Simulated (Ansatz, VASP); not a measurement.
## One calculation of Mg3GeN, two programs

INCAR

```
SYSTEM = Mg3GeN
ALGO = Normal
EDIFF = 1E-6
ENCUT = 520
GGA = PE
ISIF = 2
ISMEAR = 0
LASPH = .TRUE.
LCHARG = .FALSE.
LREAL = .FALSE.
LWAVE = .FALSE.
NBANDS = 20
NELM = 80
PREC = Accurate
SIGMA = 0.1
```

File KPOINTS:

```
k-points
0
G
  6 6 2
  0 0 0
```

POSCAR

```
Mg3GeN
1.0
    4.6670470600      0.0000000000      0.0000000000
   -2.3335235300      4.0417813200      0.0000000000
    0.0000000000      0.0000000000      8.6582270600
Mg Ge N
3 1 1
Direct
    0.5000000000      0.0000000000      0.5000000000
    0.0000000000      0.5000000000      0.5000000000
    0.5000000000      0.5000000000      0.5000000000
    0.0000000000      0.0000000000      0.0000000000
    0.0000000000      0.0000000000      0.5000000000
```

Input for Ansatz:

```yaml
crystal:
  lattice:
    - [4.66704706, 0.0, 0.0]
    - [-2.33352353, 4.04178132, 0.0]
    - [0.0, 0.0, 8.65822706]
  atoms:
    - { symbol: Mg, position: [0.5, 0.0, 0.5] }
    - { symbol: Mg, position: [0.0, 0.5, 0.5] }
    - { symbol: Mg, position: [0.5, 0.5, 0.5] }
    - { symbol: Ge, position: [0.0, 0.0, 0.0] }
    - { symbol: "N", position: [0.0, 0.0, 0.5] }
basis:
  ecutwfc: 420
kpoints:
  mp_grid: { grid: [6, 6, 2] }
hamiltonian:
  xc: pbe
scf:
  occupations: { method: gaussian, width: 0.1 }
  lower_state_search: "off"
output:
  forces: true
  stress: true
  eigenvalues: true
```

Alike in both runs: task single point; functional PBE; k mesh 6 × 6 × 2; occupations gaussian, width 0.1 eV; no spin polarisation.

|  | VASP | Ansatz |
| --- | --- | --- |
| version | VASP 6.6.1 | Ansatz 0.2.0 |
| potentials or method | VASP PAW PBE potentials, release 64 (Mg, Ge_d, N) | scalar-relativistic, plane waves, PAW |
| plane-wave cutoff (eV) | 520 | 420 |
| valence electrons in the cell | 25 | 49 |

VASP gave:

| Item | Value |
| --- | --- |
| gap on the k mesh at the Fermi level (eV) | none |
| pressure (GPa) | 6.8 |
| largest component of the traceless stress (GPa) | 9.56 |

**Question.** Estimate Ansatz's values.

**Answer.** gap on the k mesh at the Fermi level (eV): none; pressure (GPa): 6.7; largest component of the traceless stress (GPa): 9.46.

A gap of «none» marks a metal or a gap that the smearing closes. With one functional, cell and mesh, what is left measures potentials, basis and numerics. The two sets of potentials don't hold the same shells in valence.

Caveats: the k mesh is coarse (spacing up to 0.36 Å⁻¹), so the values aren't converged.
